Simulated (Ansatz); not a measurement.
**Ru: a shear that moves c along a**

The task here is to estimate one member of a computed series from the others.

Computed with Ansatz 0.2.0 (DFT PBEsol, scalar-relativistic, plane waves, PAW, unless a step's input says otherwise).

2 further runs of the same task are left out: 2 set aside as unsound or not needed.

### The structure to begin with

It takes space group P6_3/mmc (No. 194, hexagonal). Conventional cell: a = 2.689 Å, b = 2.689 Å, c = 4.252 Å, α = 90.00°, β = 90.00°, γ = 120.00°. Around Ru (site symmetry -6m2) lie 12 Ru at 2.63 to 2.69 Å.

As a file:

```cif
data_structure
_symmetry_space_group_name_H-M 'P6_3/mmc'
_symmetry_Int_Tables_number 194
_cell_length_a 2.6895
_cell_length_b 2.6895
_cell_length_c 4.2519
_cell_angle_alpha 90.000
_cell_angle_beta 90.000
_cell_angle_gamma 120.000
_cell_volume 26.64
loop_
_atom_site_label
_atom_site_type_symbol
_atom_site_symmetry_multiplicity
_atom_site_Wyckoff_symbol
_atom_site_fract_x
_atom_site_fract_y
_atom_site_fract_z
_atom_site_occupancy
Ru1 Ru 2 c 0.33333 0.66667 0.25000 1
```

It goes back to an entry of the Materials Project.

It is the result of an earlier relaxation at this level (volume 13.32 Å³/atom; gap on the mesh: none (metal)).

The unstrained cell was computed beforehand with the same settings: E(σ→0) = -11633.0068 eV for 2 atoms, gap none (metal).

Set-up of the first run:

input.yaml

```yaml
crystal:
  lattice:
    - [2.6894812021, 0.0, 0.0]
    - [-1.344740601, 2.329159044, 0.0]
    - [0.0425194305, 0.0, 4.251943051]
  atoms:
    - { symbol: Ru, position: [0.3333333333, 0.6666666667, 0.25] }
    - { symbol: Ru, position: [0.6666666667, 0.3333333333, 0.75] }
basis:
  ecutwfc: 420
kpoints:
  mp_grid: { grid: [24, 24, 12] }
hamiltonian:
  xc: pbesol
scf:
  occupations: { method: gaussian, width: 0.1 }
output:
  forces: true
  stress: true
  eigenvalues: true
relax:
  adjacent_minimum: "off"
  f_tol: 0.008
  max_steps: 40
```

Run with:

```bash
ansatz run input.yaml --threads 1 --pin off --max-ram 2560MiB --backend cpu --events-out ev --progress --plain --runs-dir out
```

Steps of the session up to this table: Strain +1.0 %; The cell strained by +2.0 %; The cell strained by +3.0 %; The cell strained by +4.0 %; At +6.0 %.

One of the session's tables, all rows but one given; the rest of the session is left out.

Lengths are those of the vectors of the cell that was run; stresses in GPa:

| strain (%) | ΔE (meV/atom) |
| --- | --- |
| +0.0 | 0.0 |
| +1.0 | 0.9 |
| +2.0 | 3.5 |
| +3.0 | ? |
| +4.0 | 13.8 |
| +6.0 | 30.7 |

**Question.** Estimate the row for strain (%) = +3.0.

Worked estimate for «ΔE (meV/atom)». A straight line through the neighbours (2.0, 3.5) and (4.0, 13.8) gives 3.5 + (13.8 − 3.5) × (3.0 − 2.0) / (4.0 − 2.0) = 8.7; a parabola fitted to 4 rows on both sides gives 7.8.

The run gave: ΔE (meV/atom): 7.8. In «ΔE (meV/atom)» the line misses by +0.9 and the parabola by 0.0.

ΔE is over the unstrained cell. Stress in GPa, positive in compression, on the Cartesian axes of the input. 

Limits of these values: Warnings in the runs' records: stress scf threshold loose.
